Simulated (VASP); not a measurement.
Wanted: the native input for a VASP 6.6.1 run.

- Task: single point
- Functional: PBE
- Potentials or basis: VASP PAW PBE potentials, release 64 (Au)
- Cutoff: 520 eV
- k mesh: 16 × 16 × 1
- Occupations: gaussian, width 0.05 eV
- Spin: no spin polarisation
- Dipole correction: yes
- Further INCAR settings: ALGO = Fast; EDIFF = 1e-06; NBANDS = 48

The structure of Au lies in POSCAR:

```
Au
1.0
    2.8849956672      0.0000000000      0.0000000000
    0.0000000000      2.8849956672      0.0000000000
    0.0000000000      0.0000000000     28.2400000000
Au
7
Direct
    0.0000000000      0.0000000000      0.2732167674
    0.5000000000      0.5000000000      0.3482592145
    0.0000000000      0.0000000000      0.4240456387
    0.5000000000      0.5000000000      0.4999999999
    0.0000000000      0.0000000000      0.5759543609
    0.5000000000      0.5000000000      0.6517407842
    0.0000000000      0.0000000000      0.7267832344
```

The cell was built by a generator and needn't be a form met in nature.

One way to write it, as run:

INCAR

```
SYSTEM = Au
PREC = Accurate
ENCUT = 520
EDIFF = 1E-6
ISMEAR = 0
SIGMA = 0.05
LREAL = .False.
LASPH = .True.
NELM = 100
ALGO = Fast
ISIF = 2
LWAVE = .False.
LCHARG = .False.
LDIPOL = .True.
IDIPOL = 3
DIPOL = 0.5 0.5 0.500
GGA = PE
NBANDS = 48
```

KPOINTS

```
Automatic mesh
0
Gamma
  16 16 1
  0 0 0
```

Potentials or basis: VASP PAW PBE potentials, release 64 (Au).

Command:

```bash
$ cat potpaw_PBE.64/Au/POTCAR > POTCAR
$ mpirun -np 1 vasp_std > vasp.out
```

It gave:

| Item | Value |
| --- | --- |
| Largest force | 0.008 eV/Å |
| Band gap on the k mesh | none (metal or under the smearing width) |

Run time: 4.5 min on 1 thread of Intel(R) Xeon(R) 6975P-C (Granite Rapids), with other jobs on the host, peak memory 0.55 GiB.
